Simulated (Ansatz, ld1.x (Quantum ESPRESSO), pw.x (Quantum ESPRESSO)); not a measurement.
pw.x on bcc Ge: one setting changed

Potential: ultrasoft, ld1.x (Quantum ESPRESSO) 7.5, PBE; core [Ar] 3d10, reference 4s2 4p2; waves: 4s (bound): rcut 1.40, rcutus 1.70 bohr; 4s channel at 1 Ry: rcut 1.40, rcutus 1.70 bohr; 4p (bound): rcut 1.75, rcutus 2.40 bohr; 4p channel at 2.9 Ry: rcut 1.75, rcutus 2.40 bohr; 4d channel at 0.2 Ry: rcut 1.50, rcutus 2.05 bohr; local part: all-electron potential smoothed inside 1.40 bohr (lloc = -1); core correction: none; augmentation: built from norm-conserving waves at rcut, not smoothed further.

The reference run (k-mesh 14³, cutoffs 40/600 Ry, Fermi–Dirac 0.01 Ry, mixing_beta 0.4, conv_thr 1e-9, no spin) gives -1.01 GPa at 19.360 Å³/atom, where all-electron LAPW gives -0.33 GPa. This run, with its own iteration cap, changes conv_thr to 0.0001.

```
&control
  calculation='scf', prefix='x', pseudo_dir='./', outdir='./tmp', tstress=.true., disk_io='none'
/
&system
  ibrav=0, nat=1, ntyp=1, ecutwfc=40, ecutrho=600, nbnd=9,
  occupations='smearing', smearing='fd', degauss=0.01
/
&electrons
  conv_thr=0.0001, mixing_beta=0.4, electron_maxstep=60
/
ATOMIC_SPECIES
Ge 1.0 Ge.UPF
CELL_PARAMETERS angstrom
  -1.69153811 1.69153811 1.69153811
  1.69153811 -1.69153811 1.69153811
  1.69153811 1.69153811 -1.69153811
ATOMIC_POSITIONS crystal
Ge 0.0000 0.0000 0.0000
K_POINTS automatic
14 14 14 0 0 0
```

```bash
pw.x < Ge.scf.in > Ge.scf.out
```

**Question.** How does the run end?

**Answer.** It converges in 3 iterations; the free energy moves by +0.1 meV/atom and the pressure by +0.09 GPa.

```
Message from routine setup:
     using ibrav=0 with symmetry is DISCOURAGED, use correct ibrav instead
     lattice parameter (alat)  =       5.5366  a.u.
     unit-cell volume          =     130.6478 (a.u.)^3
     number of electrons       =         4.00
     number of Kohn-Sham states=            9
     kinetic-energy cutoff     =      40.0000  Ry
     charge density cutoff     =     600.0000  Ry
     scf convergence threshold =      1.0E-04
     Exchange-correlation= PBE
     number of k points=   104  Fermi-Dirac smearing, width (Ry)=  0.0100
     iteration #  1     ecut=    40.00 Ry     beta= 0.40
     total energy              =      -7.85761540 Ry
     estimated scf accuracy    <       0.00165991 Ry
     iteration #  2     ecut=    40.00 Ry     beta= 0.40
     total energy              =      -7.85765329 Ry
     estimated scf accuracy    <       0.00052771 Ry
     iteration #  3     ecut=    40.00 Ry     beta= 0.40
     the Fermi energy is     7.4993 ev
!    total energy              =      -7.85768845 Ry
     estimated scf accuracy    <       0.00000181 Ry
     smearing contrib. (-TS)   =      -0.00194182 Ry
     The total energy is F=E-TS. E is the sum of the following terms:
     one-electron contribution =       3.44181219 Ry
     hartree contribution      =       0.08555099 Ry
     xc contribution           =      -2.27518894 Ry
     ewald contribution        =      -9.10792087 Ry
     convergence has been achieved in   3 iterations
          total   stress  (Ry/bohr**3)                   (kbar)     P=       -9.25
     Message from routine punch:
     Nothing written, as per user request (disk_io='none')
```

The run took about 5.6 s on one core of a shared host (Neoverse-V1, 64 threads, 495 GiB, load 23).
